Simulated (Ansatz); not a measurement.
AlP in the zincblende structure, relaxed with r2SCAN in Ansatz 0.2.0: it is cubic, F-43m (No. 216); a = 5.479 Å in the conventional setting, 20.55 Å³ an atom. Al is surrounded by 4 P at 2.37 Å; P is surrounded by 4 Al at 2.37 Å. The primitive cell holds 2 atoms in 41.11 Å³. Calculated for a static, non-magnetic cell.

Computed values: HSE06 (6×6×6) gives a least gap of 2.28 eV and a least direct gap of 4.16 eV. r2SCAN's ε∞ is 7.32.

Q: What is the density?

A: The cell holds 1 Al, 1 P: M = 1×26.982 + 1×30.974 = 57.96 u in V = 41.11 Å³. ρ = 1.66054 × M/V = 1.66054 × 57.96/41.11 = 2.341 g/cm³, for the static r2SCAN lattice.

Q: At what wavelength does absorption set in by HSE06, excitons left aside?

A: λ = 1239.84 eV nm/E: 544 nm for the least gap, where it needs phonons and is weak, and 298 nm for direct transitions.

Q: What refractive index and reflectivity at normal incidence follow, below the gap and above the phonons?

A: n = √7.32 = 2.706; R = ((n − 1)/(n + 1))² = (1.706/3.706)² = 21.2 % a face.

The meshes of the hybrids are coarse, so their gaps aren't converged to the digits shown.
